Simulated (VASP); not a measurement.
# CdSe (Cadmoselite) (P6_3mc) in VASP: further runs

Aim: see how the results for CdSe (Cadmoselite) move with the level of theory and the settings. Levels: revPBE+D3(BJ), LDA. Tasks: single point.

Program: VASP 6.6.1. These are calculated values, not measurements. Logs are shortened: lines on timing, memory, paths and dates and some standing lists are left out, and cuts for length are marked.

**Experimental background.**

A printed reference work, data compilation reports, for a bulk crystal of CdSe at 2 K: band gap 1.841 eV.

How close the calculation comes is told below.

## (1) The cell of the first run

The structure is hexagonal, space group P6_3mc (No. 186). Conventional cell: a = 4.271 Å, b = 4.271 Å, c = 6.973 Å, α = 90.00°, β = 90.00°, γ = 120.00°. Cd (site symmetry 3m) has 4 Se at 2.59 to 2.68 Å within 3.4 Å. Se (site symmetry 3m) has 4 Cd at 2.59 to 2.68 Å within 3.4 Å.

## (2) Single point, revPBE+D3(BJ)

The input, INCAR:

```
  PREC = Accurate
  ENCUT = 520
  EDIFF = 1E-6
  ISMEAR = -1
  SIGMA = 0.05
  LREAL = F
  LASPH = T
  NELM = 100
  ALGO = Normal
  ISIF = 2
  LWAVE = F
  LCHARG = F
  GGA = RE
  IVDW = 12
  NBANDS = 26
```

The input, KPOINTS:

```
regular mesh
0
Gamma
  7 7 4
```

The input, POSCAR:

```
CdSe
1.0
    4.2711400700      0.0000000000      0.0000000000
   -2.1355700350      3.6989158038      0.0000000000
    0.0000000000      0.0000000000      6.9728844864
Cd Se
2 2
Direct
    0.6666666667      0.3333333333      0.5000000000
    0.3333333333      0.6666666667      0.0000000000
    0.6666666667      0.3333333333      0.8850000000
    0.3333333333      0.6666666667      0.3850000000
```

Potentials or basis: VASP PAW PBE potentials, release 64 (Cd, Se).

Started as:

```bash
cat potpaw_PBE.64/Cd/POTCAR potpaw_PBE.64/Se/POTCAR > POTCAR
mpirun -np 1 vasp_std > vasp.out
```

OUTCAR:

```text
PREC = Accurate
   ENCUT = 520
   EDIFF = 1E-6
   ISMEAR = -1
   LREAL = F
   LASPH = T
   NELM = 100
   ISIF = 2
   GGA = RE
   IVDW = 12
 IVDW          = 12

 ion  position               nearest neighbor table
   1  0.667  0.333  0.500-   4 2.59   4 2.59   4 2.59   3 2.68
   2  0.333  0.667  0.000-   3 2.59   3 2.59   3 2.59   4 2.68
   3  0.667  0.333  0.885-   2 2.59   2 2.59   2 2.59   1 2.68
   4  0.333  0.667  0.385-   1 2.59   1 2.59   1 2.59   2 2.68

  LATTYP: Found a hexagonal cell.
 ALAT       =     4.2711400700
 C/A-ratio  =     1.6325581395

  Lattice vectors:

 A1 = (   4.2711400700,   0.0000000000,   0.0000000000)
 A2 = (  -2.1355700350,   3.6989158038,   0.0000000000)
 A3 = (   0.0000000000,   0.0000000000,   6.9728844864)

Analysis of symmetry for initial positions (statically):
=====================================================================
 Subroutine PRICEL returns:
 Original cell was already a primitive cell.

 Routine SETGRP: Setting up the symmetry group for a
 hexagonal supercell.

 Subroutine GETGRP returns: Found 12 space group operations
 (whereof  6 operations were pure point group operations)
 out of a pool of 24 trial point group operations.

The static configuration has the point symmetry C_3v.
 The point group associated with its full space group is C_6v.

Analysis of symmetry for dynamics (positions and initial velocities):
=====================================================================
 Subroutine PRICEL returns:
 Original cell was already a primitive cell.

 Routine SETGRP: Setting up the symmetry group for a
 hexagonal supercell.

 Subroutine GETGRP returns: Found 12 space group operations
 (whereof  6 operations were pure point group operations)
 out of a pool of 24 trial point group operations.

The dynamic configuration has the point symmetry C_3v.
 The point group associated with its full space group is C_6v.

 Subroutine INISYM returns: Found 12 space group operations
 (whereof  6 operations are pure point group operations),
 and found     1 'primitive' translations

----------------------------------------------------------------------------------------

                                     Primitive cell

  volume of cell :     110.1617

  direct lattice vectors                    reciprocal lattice vectors
     4.271140070  0.000000000  0.000000000     0.234129526  0.135174745  0.000000000
    -2.135570035  3.698915804  0.000000000     0.000000000  0.270349490  0.000000000
     0.000000000  0.000000000  6.972884486     0.000000000  0.000000000  0.143412673

  length of vectors
     4.271140070  4.271140070  6.972884486     0.270349490  0.270349490  0.143412673

  position of ions in fractional coordinates (direct lattice)
     0.666666667  0.333333333  0.500000000
     0.333333333  0.666666667  0.000000000
     0.666666667  0.333333333  0.885000000
     0.333333333  0.666666667  0.385000000

  ion indices of the primitive-cell ions
   primitive index   ion index
                 1           1
                 2           2
                 3           3
                 4           4

----------------------------------------------------------------------------------------

 KPOINTS: regular mesh

Automatic generation of k-mesh.
 Grid dimensions read from file:
 generate k-points for:    7    7    4

 Generating k-lattice:

  Cartesian coordinates                     Fractional coordinates (reciprocal lattice)
     0.033447075  0.019310678  0.000000000     0.142857143  0.000000000  0.000000000
     0.000000000  0.038621356  0.000000000     0.000000000  0.142857143  0.000000000
     0.000000000  0.000000000  0.035853168     0.000000000  0.000000000  0.250000000

  Length of vectors
     0.038621356  0.038621356  0.035853168

  Shift w.r.t. Gamma in fractional coordinates (k-lattice)
     0.000000000  0.000000000  0.000000000

 Subroutine IBZKPT returns following result:
 ===========================================

 Found     24 irreducible k-points:

 Following reciprocal coordinates:
            Coordinates               Weight
  0.000000  0.000000  0.000000      1.000000
  0.142857  0.000000  0.000000      6.000000
  0.285714  0.000000  0.000000      6.000000
  0.428571  0.000000  0.000000      6.000000
  0.142857  0.142857  0.000000      6.000000
  0.285714  0.142857  0.000000     12.000000
[... 16 lines left out ...]
  0.428571  0.142857  0.500000      6.000000
  0.285714  0.285714  0.500000      6.000000
   k-points           NKPTS =     24   k-points in BZ     NKDIM =     24   number of bands    NBANDS=     26
   number of dos      NEDOS =    301   number of ions     NIONS =      4
   total plane-waves  NPLWV =  55296
   dimension x,y,z NGX =    32 NGY =   32 NGZ =   54
   dimension x,y,z NGXF=    64 NGYF=   64 NGZF=  108
   ions per type =               2   2
   NGX,Y,Z   is equivalent  to a cutoff of  12.46, 12.46, 12.87 a.u.
   NGXF,Y,Z  is equivalent  to a cutoff of  24.91, 24.91, 25.75 a.u.
 SYSTEM =  unknown system
   PREC   = accura    normal or accurate (medium, high low for compatibility)
   ISTART =      0    job   : 0-new  1-cont  2-samecut
   ICHARG =      2    charge: 1-file 2-atom 10-const
   ISPIN  =      1    spin polarized calculation?
   LNONCOLLINEAR =      F non collinear calculations
   LSORBIT =      F    spin-orbit coupling
   LASPH  =      T    aspherical Exc in radial PAW
   ENCUT  =  520.0 eV  38.22 Ry    6.18 a.u.   7.94  7.94 12.96*2*pi/ulx,y,z
   NELM   =    100;   NELMIN=  2; NELMDL= -5     # of ELM steps
   EDIFF  = 0.1E-05   stopping-criterion for ELM
   LREAL  =      F    real-space projection
   EDIFFG = 0.1E-04   stopping-criterion for IOM
   NSW    =      0    number of steps for IOM
   IBRION =     -1    ionic relax: 0-MD 1-quasi-New 2-CG
   NFREE  =      0    steps in history (QN), initial steepest desc. (CG)
   ISIF   =      2    stress and relaxation
   ISYM   =      2    0-nonsym 1-usesym 2-fastsym
   POTIM  = 0.5000    time-step for ionic-motion
   TEBEG  =    0.0;   TEEND  =   0.0 temperature during run
   PSTRESS=    0.0 pullay stress
   NELECT =      36.0000    total number of electrons
   NUPDOWN=      -1.0000    fix difference up-down
   EMIN   =  10.00;   EMAX   =-10.00  energy-range for DOS
   EFERMI =   0.00;   METHOD = LEGACY
   ISMEAR =    -1;   SIGMA  =   0.05  broadening in eV -4-tet -1-fermi 0-gaus
   EFERMI_NEDOS =   21; number of points for ismear=-14 and -15
   IALGO  =     38    algorithm
   IMIX   =      4    mixing-type and parameters
     AMIX     =   0.40;   BMIX     =  1.00
     AMIX_MAG =   1.60;   BMIX_MAG =  1.00
  volume/ion in A,a.u.               =      27.54       185.85
  Fermi-wavevector in a.u.,A,eV,Ry     =   1.127627  2.130906 17.300384  1.271542
  Thomas-Fermi vector in A             =   2.264314
   LORBIT       =      0    0 simple, 1 ext, 2 COOP (PROOUT), +10 PAW based schemes
   GGA     = RE    functional components
   LHFCALC =     F    Hartree Fock is set to
   AEXX    =    0.0000 exact exchange contribution
   IVDW    =    12    specifies the selected vdW correction
   LEPSILON=     F    determine dielectric tensor
   LRPA    =     F    only Hartree local field effects (RPA)
 non-spin polarized calculation
  energy-cutoff  :      520.00
  volume of cell :      110.16
 maximum number of plane-waves:      2996
 NGX is ok and might be reduce to    32
   NGX = 15   NGY = 15   NGZ = 25

 number of electron      35.9999999 magnetization

 Free energy of the ion-electron system (eV)
  ---------------------------------------------------
  ext. energy  EPLUGINS =         0.00000000
  ---------------------------------------------------
  free energy    TOTEN  =        -9.64616101 eV

  energy without entropy =       -9.64615788  energy(sigma->0) =       -9.64615945

 E-fermi :   1.6588     XC(G=0):  -8.8027

 val. band max:        1.1891257960   @ k =   0.0000   0.0000   0.0000
 cond. band min:       2.0639825067   @ k =   0.0000   0.0000   0.0000
 fundamental gap:      0.8748567107
 Fermi energy:         1.6587986144

 k-point     1 :       0.0000    0.0000    0.0000
  band No.  band energies     occupation
      1     -11.4891      2.00000
      2     -11.1096      2.00000
      3      -6.8208      2.00000
      4      -6.8208      2.00000
      5      -6.7623      2.00000
      6      -6.7623      2.00000
[... 18 lines left out ...]
     25       8.2473      0.00000
     26       9.1534      0.00000

 k-point     2 :       0.1429    0.0000    0.0000
  band No.  band energies     occupation
      1     -11.4236      2.00000
      2     -11.0781      2.00000
      3      -6.7933      2.00000
      4      -6.7821      2.00000
      5      -6.7322      2.00000
      6      -6.7274      2.00000
[... 18 lines left out ...]
     25       8.7413      0.00000
     26       8.7503      0.00000

 k-point     3 :       0.2857    0.0000    0.0000
  band No.  band energies     occupation
      1     -11.2675      2.00000
      2     -11.0140      2.00000
      3      -6.7381      2.00000
      4      -6.7246      2.00000
      5      -6.6482      2.00000
      6      -6.6232      2.00000
[... 18 lines left out ...]
     25       8.9802      0.00000
     26       9.3129      0.00000

 k-point     4 :       0.4286    0.0000    0.0000
  band No.  band energies     occupation
      1     -11.1238      2.00000
      2     -10.9793      2.00000
      3      -6.7044      2.00000
      4      -6.7035      2.00000
      5      -6.5862      2.00000
      6      -6.5386      2.00000
[... 18 lines left out ...]
     25       9.2843      0.00000
     26      10.5890      0.00000
[... 496 lines left out ...]
      1     -11.0651      2.00000
      2     -11.0651      2.00000
      3      -6.6699      2.00000
      4      -6.6699      2.00000
      5      -6.6433      2.00000
      6      -6.6433      2.00000
[... 18 lines left out ...]
     25       9.0592      0.00000
     26       9.0592      0.00000

 k-point    23 :       0.4286    0.1429    0.5000
  band No.  band energies     occupation
      1     -11.0198      2.00000
      2     -11.0198      2.00000
      3      -6.6502      2.00000
      4      -6.6502      2.00000
      5      -6.6347      2.00000
      6      -6.6347      2.00000
[... 18 lines left out ...]
     25       9.7414      0.00000
     26       9.7414      0.00000

 k-point    24 :       0.2857    0.2857    0.5000
  band No.  band energies     occupation
      1     -11.0095      2.00000
      2     -11.0095      2.00000
      3      -6.6416      2.00000
      4      -6.6416      2.00000
      5      -6.6216      2.00000
      6      -6.6216      2.00000
[... 18 lines left out ...]
     25       9.3793      0.00000
     26       9.3793      0.00000

------------------------ aborting loop because EDIFF is reached ----------------------------------------

 Edisp (eV)   -2.50742

 E8    (eV) :    -1.7414

  FORCE on cell =-STRESS in cart. coord.  units (eV):
  Direction    XX          YY          ZZ          XY          YZ          ZX
  --------------------------------------------------------------------------------------
  -------------------------------------------------------------------------------------
  Total       1.81000     1.81000     0.13239     0.00000     0.00000    -0.00000
  in kB      26.32436    26.32436     1.92546     0.00000     0.00000    -0.00000
  external pressure =       18.19 kB  Pullay stress =        0.00 kB

 VOLUME and BASIS-vectors are now :
 -----------------------------------------------------------------------------
  energy-cutoff  :      520.00
  volume of cell :      110.16
      direct lattice vectors                 reciprocal lattice vectors
     4.271140070  0.000000000  0.000000000     0.234129526  0.135174745  0.000000000
    -2.135570035  3.698915804  0.000000000     0.000000000  0.270349490  0.000000000
     0.000000000  0.000000000  6.972884486     0.000000000  0.000000000  0.143412673

 POSITION                                       TOTAL-FORCE (eV/Angst)
 -----------------------------------------------------------------------------------
      2.13557      1.23297      3.48644         0.000000     -0.000000      0.321040
     -0.00000      2.46594      0.00000        -0.000000      0.000000      0.321040
      2.13557      1.23297      6.17100        -0.000000      0.000000     -0.321040
     -0.00000      2.46594      2.68456         0.000000     -0.000000     -0.321040
 -----------------------------------------------------------------------------------
    total drift:                               -0.000000      0.000000      0.000157

  FREE ENERGIE OF THE ION-ELECTRON SYSTEM (eV)
  ---------------------------------------------------
  free  energy   TOTEN  =       -12.1535787068 eV

  energy  without entropy=      -12.1535755780  energy(sigma->0) =      -12.15357714
```

Wall time 24 s (1 thread of Intel Xeon 6975P-C (Granite Rapids), shared host); peak memory 0.26 GiB.

Results:

* Free energy: -12.1536 eV
* Pressure: 1.8 GPa
* Largest force: 0.321 eV/Å
* Band gap on the k mesh: 0.87 eV, direct
* Dispersion energy per atom: -0.627 eV

Forces in eV/Å, atoms in the order of the input:
```
Cd   0.000  0.000  0.321
Cd   0.000  0.000  0.321
Se   0.000  0.000 -0.321
Se   0.000  0.000 -0.321
```

Stress tensor (GPa, compression positive):
```
2.63 0.00 0.00
0.00 2.63 0.00
0.00 0.00 0.19
```

Caveat: the PAW data sets were made with another functional, which shifts forces and pressure a little.

## (3) Single point, LDA

The input, INCAR:

```
PREC = Accurate ; ENCUT = 520
EDIFF = 1E-6 ; ISMEAR = -1
SIGMA = 0.05 ; LREAL = False
LASPH = True ; NELM = 100
ALGO = Normal ; ISIF = 2
LWAVE = False ; LCHARG = False
GGA = CA ; NBANDS = 26
```

KPOINTS is that of step 2.

POSCAR is that of step 2.

Potentials or basis: VASP PAW LDA potentials, release 64 (Cd, Se).

Started as:

```bash
cat potpaw_LDA.64/Cd/POTCAR potpaw_LDA.64/Se/POTCAR > POTCAR
mpirun -np 1 vasp_std > vasp.out
```

It took 22 s on 1 thread of Intel Xeon 6975P-C (Granite Rapids), shared host; peak memory 0.21 GiB.

Results (log left out):

- Free energy: -13.4970 eV
- Pressure: -0.3 GPa
- Largest force: 0.287 eV/Å
- Band gap on the k mesh: 0.50 eV, direct

Forces in eV/Å, atoms in the order of the input:
```
Cd   0.000  0.000  0.287
Cd   0.000  0.000  0.287
Se   0.000  0.000 -0.287
Se   0.000  0.000 -0.287
```

Stress tensor (GPa, compression positive):
```
 0.35  0.00  0.00
 0.00  0.35  0.00
 0.00  0.00 -1.60
```

Levels at points of the mesh, in eV from the valence-band top:
```csv
k point,band 15,band 16,band 17,band 18,band 19,band 20,band 21,band 22
"(0.00, 0.00, 0.00)",-0.76,-0.02,0.00,0.00,0.50,1.94,5.73,5.73
"(0.00, 0.00, 0.50)",-0.40,-0.40,-0.40,-0.40,2.18,2.18,5.68,5.68
```

## (4) Against experiment

Step 2. Against the measured gap of CdSe, 1.841 eV (2 K; a printed reference work, data compilation), the calculated 0.87 eV is off by -0.97 eV. Spin-orbit coupling on Cd, Se is left out. The value is that of revPBE+D3(BJ), without temperature or zero-point motion. Semilocal functionals fall short of measured gaps as a rule.

Step 3. Measured gap of CdSe: 1.841 eV (2 K; a printed reference work, data compilation). This calculation gives 0.50 eV (-1.34 eV). So large a miss can be the level of theory's own, or it may mean another phase, state or a wrong row. Spin-orbit coupling on Cd, Se is left out. The value is that of LDA, without temperature or zero-point motion. Semilocal functionals fall short of measured gaps as a rule.
